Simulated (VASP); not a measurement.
## GaAs: band structure with SCAN

**Experimental background.**

From “Evidence of valence band perturbations in GaAsN/GaAs(001): A combined variable-angle spectroscopic ellipsometry and modulated photoreflectance investigation”, 2008, arxiv:0805.2212, for a bulk crystal of GaAs at 300 K: band gap 1.412 ± 0.01 eV (direct).

GaAs:

```
As Ga
1.0
     0.00000    2.82685    2.82685
     2.82685    0.00000    2.82685
     2.82685    2.82685    0.00000
As Ga
1 1
Direct
  0.75000 0.75000 0.75000
  0.00000 0.00000 0.00000
```

```
Program                : VASP 6.6.1
Task                   : band structure
Functional             : SCAN
Potentials or basis    : VASP PAW PBE potentials, release 64 (As, Ga_d)
Cutoff                 : 520 eV
k mesh                 : 8 × 8 × 8
Occupations            : fermi-dirac, width 0.05 eV
Spin                   : no spin polarisation
Further INCAR settings : ALGO = Normal; EDIFF = 1e-07
```

```
Pressure                : 0.4 GPa
Band gap on the k mesh  : 0.72 eV, direct
Band gap along the path : 0.72 eV, direct
```

Levels at the corners of the path, in eV from the valence-band top:
```tsv
point	band 7	band 8	band 9	band 10	band 11	band 12
Γ	0.00	0.00	0.00	0.72	3.94	3.94
X	-7.08	-2.79	-2.79	1.65	1.88	10.72
X	-7.08	-2.79	-2.79	1.65	1.88	10.72
W	-6.89	-3.65	-3.46	4.97	5.01	5.72
W	-6.89	-3.65	-3.46	4.97	5.01	5.72
K	-6.89	-3.98	-2.35	2.17	4.94	8.38
K	-6.89	-3.98	-2.35	2.17	4.94	8.38
Γ	0.00	0.00	0.00	0.72	3.94	3.94
Γ	0.00	0.00	0.00	0.72	3.94	3.94
L	-6.88	-1.20	-1.20	1.19	4.91	4.91
L	-6.88	-1.20	-1.20	1.19	4.91	4.91
U	-6.89	-3.98	-2.35	2.17	4.94	8.38
U	-6.89	-3.98	-2.35	2.17	4.94	8.38
W	-6.89	-3.65	-3.46	4.97	5.01	5.72
W	-6.89	-3.65	-3.46	4.97	5.01	5.72
L	-6.88	-1.20	-1.20	1.19	4.91	4.91
L	-6.88	-1.20	-1.20	1.19	4.91	4.91
K	-6.89	-3.98	-2.35	2.17	4.94	8.38
U	-6.89	-3.98	-2.35	2.17	4.94	8.38
X	-7.08	-2.79	-2.79	1.65	1.88	10.72
```

Run time: 3.9 min on 1 thread of Intel(R) Xeon(R) Platinum 8375C CPU @ 2.90GHz (Ice Lake), with other jobs on the host, peak memory 0.18 GiB.

Against the measured gap of GaAs, 1.412 eV (direct; 300 K; “Evidence of valence band perturbations in GaAsN/GaAs(001): A combined variable-angle spectroscopic ellipsometry and modulated photoreflectance investigation”, 2008, arxiv:0805.2212), the calculated 0.72 eV is off by -0.69 eV. 3 values of this kind are on record (1.412 to 1.51 eV); this one was drawn at random among those near their median, those with a stated uncertainty first. Spin-orbit coupling on As, Ga is left out. The value is that of SCAN, without temperature or zero-point motion.

Caveat: the PAW data sets were made with another functional, which shifts forces and pressure a little.
